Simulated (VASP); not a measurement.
VASP 6.6.1 run: ZnSe

INCAR

```
ALGO = Normal
METAGGA = R2SCAN
NELM = 79
ISIF = 2
ENCUT = 520
EDIFF = 1E-7
PREC = Low
NSW = 0
NBANDS = 16
ISMEAR = 0
LCHARG = .FALSE.
LASPH = .TRUE.
SIGMA = 0.01
LWAVE = .FALSE.
LREAL = .FALSE.
IBRION = -1
```

KPOINTS

```
KPOINTS created by Atomic Simulation Environment
0
Gamma
8 8 8
0 0 0
```

POSCAR

```
Zn Se
 1.0000000000000000
     0.0000000000000000    2.6907996505999998    2.6907996505999998
     2.6907996505999998    0.0000000000000000    2.6907996505999998
     2.6907996505999998    2.6907996505999998    0.0000000000000000
 Zn  Se
   1   1
Cartesian
  0.0000000000000000  0.0000000000000000  0.0000000000000000
  1.3453998252999999  1.3453998252999999  1.3453998252999999
```

The recommended PBE PAW datasets give the neutral cell 18 valence electrons.

Command

```
mpirun -np 1 vasp_std
```

OSZICAR

```
N       E                     dE             d eps       ncg     rms          rms(c)
DAV:   1     0.693963764861E+02    0.69396E+02   -0.89778E+03   936   0.137E+03
DAV:   2    -0.219651933382E+02   -0.91362E+02   -0.85312E+02  1032   0.265E+02
DAV:   3    -0.273322315242E+02   -0.53670E+01   -0.53505E+01  1112   0.639E+01
DAV:   4    -0.273699169725E+02   -0.37685E-01   -0.37682E-01  1168   0.574E+00
DAV:   5    -0.273700568531E+02   -0.13988E-03   -0.13988E-03  1144   0.319E-01    0.682E+00
DAV:   6    -0.247052864847E+02    0.26648E+01   -0.13160E+00  1056   0.346E+01    0.582E+00
DAV:   7    -0.246681881328E+02    0.37098E-01   -0.32810E-01  1128   0.101E+01    0.273E+00
DAV:   8    -0.246766768803E+02   -0.84887E-02   -0.36220E-02  1104   0.176E+00    0.548E-01
DAV:   9    -0.246771698572E+02   -0.49298E-03   -0.47706E-03  1232   0.178E+00    0.103E-01
DAV:  10    -0.246772679213E+02   -0.98064E-04   -0.10684E-03  1128   0.423E-01    0.615E-02
DAV:  11    -0.246772865818E+02   -0.18660E-04   -0.52400E-04  1240   0.658E-01    0.551E-02
DAV:  12    -0.246772522299E+02    0.34352E-04   -0.22476E-04  1144   0.450E-01    0.664E-03
DAV:  13    -0.246772530534E+02   -0.82353E-06   -0.13085E-05  1168   0.494E-02    0.570E-03
DAV:  14    -0.246772523972E+02    0.65623E-06   -0.17182E-06  1160   0.292E-02    0.214E-03
DAV:  15    -0.246772528760E+02   -0.47876E-06   -0.11242E-07   776   0.288E-03    0.411E-04
DAV:  16    -0.246772526671E+02    0.20887E-06   -0.15566E-08   536   0.360E-03    0.164E-04
DAV:  17    -0.246772526798E+02   -0.12747E-07   -0.31432E-09   544   0.899E-04
   1 F= -.24677253E+02 E0= -.24677253E+02  d E =-.159690E-35
```

Standard output (part)

```
POSCAR found type information on POSCAR ZnSe
 POSCAR found :  2 types and       2 ions
 LDA part: xc-table for (None), standard interpolation
 POSCAR, INCAR and KPOINTS ok, starting setup
 WAVECAR not read
 entering main loop
```

From OUTCAR

```
k-points           NKPTS =     29   k-points in BZ     NKDIM =     29   number of bands    NBANDS=     16

   NELECT =      18.0000    total number of electrons

   dimension x,y,z NGX =    24 NGY =   24 NGZ =   24
   dimension x,y,z NGXF=    24 NGYF=   24 NGZF=   24

  energy-cutoff  :      520.00
  volume of cell :       38.96
      direct lattice vectors                 reciprocal lattice vectors
     0.000000000  2.690799651  2.690799651    -0.185818368  0.185818368  0.185818368
     2.690799651  0.000000000  2.690799651     0.185818368 -0.185818368  0.185818368
     2.690799651  2.690799651  0.000000000     0.185818368  0.185818368 -0.185818368

 k-points in reciprocal lattice and weights: KPOINTS created by Atomic Simulation Env
   0.00000000  0.00000000  0.00000000       0.002
   0.12500000  0.00000000  0.00000000       0.016
   0.25000000  0.00000000  0.00000000       0.016
   0.37500000  0.00000000  0.00000000       0.016
   0.50000000  0.00000000  0.00000000       0.008
   0.12500000  0.12500000  0.00000000       0.012
   0.25000000  0.12500000  0.00000000       0.047
   0.37500000  0.12500000  0.00000000       0.047
   ...

 E-fermi :   2.8628

 k-point     1 :       0.0000    0.0000    0.0000
  band No.  band energies     occupation
      1     -12.1100      2.00000
      2      -4.6230      2.00000
      3      -4.6230      2.00000
      4      -4.6229      2.00000
      5      -4.0419      2.00000
      6      -4.0419      2.00000
      7       2.7779      2.00000
      8       2.7779      2.00000
      9       2.7779      2.00000
     10       5.3577      0.00000
     11       8.9825      0.00000
     12       8.9825      0.00000
     13       8.9836      0.00000
     14      14.0624      0.00000
     15      15.1082      0.00000
     16      15.1082      0.00000

 k-point     2 :       0.1250    0.0000    0.0000
  band No.  band energies     occupation
      1     -11.9724      2.00000
      2      -4.6257      2.00000
      3      -4.5998      2.00000
      4      -4.5995      2.00000
      5      -4.0444      2.00000
      6      -4.0441      2.00000
      7       1.3887      2.00000
      8       2.5733      2.00000
      9       2.5734      2.00000
     10       6.2307      0.00000
     11       9.0811      0.00000
     12       9.3034      0.00000
     13       9.3043      0.00000
     14      14.1848      0.00000
     15      14.1852      0.00000
     16      14.9252      0.00000

 k-point     3 :       0.2500    0.0000    0.0000
  band No.  band energies     occupation
      1     -11.6091      2.00000
      2      -4.5887      2.00000
      3      -4.5485      2.00000
      4      -4.5475      2.00000
      5      -4.0431      2.00000
      6      -4.0421      2.00000
      7      -0.7071      2.00000
      8       2.1439      2.00000
      9       2.1442      2.00000
     10       6.4658      0.00000
     11       9.7319      0.00000
     12       9.7323      0.00000
     13      10.3864      0.00000
     14      13.9597      0.00000
     15      13.9598      0.00000
     16      14.4417      0.00000

 ...

  Total        3.7208458      3.7208458      3.7208458      0.0000000      0.0000000      0.0000000
  in kB      152.9953294    152.9953294    152.9953294      0.0000000      0.0000000      0.0000000
  external PRESSURE =     152.9953294 kB  Pullay stress =       0.0000000 kB

 POSITION                                       TOTAL-FORCE (eV/Angst)
 -----------------------------------------------------------------------------------
      0.00000      0.00000      0.00000         0.000000      0.000000      0.000000
      1.34540      1.34540      1.34540        -0.000000     -0.000000     -0.000000
 -----------------------------------------------------------------------------------
    total drift:                                0.000140      0.000140      0.000061

  FREE ENERGIE OF THE ION-ELECTRON SYSTEM (eV)
  ---------------------------------------------------
  free  energy   TOTEN  =       -24.6772526798 eV

  energy  without entropy=      -24.6772526798  energy(sigma->0) =      -24.67725268
```

It converged. Results: gap between bands v and c on the k mesh 2.58 eV; least direct gap on the k mesh 2.58 eV; pressure 15.3 GPa. Band v is the last that the valence electrons fill when counted band by band, and c is the next.

These settings aren't sound, so the numbers aren't properties of the crystal.

On sound settings r²SCAN gives a gap of 2.58 eV on its mesh and a pressure of 14.4 GPa for the intended cell.

The run took about 31 s on one core of a shared host (Intel Xeon Platinum 8488C) and held 0.13 GiB at most.
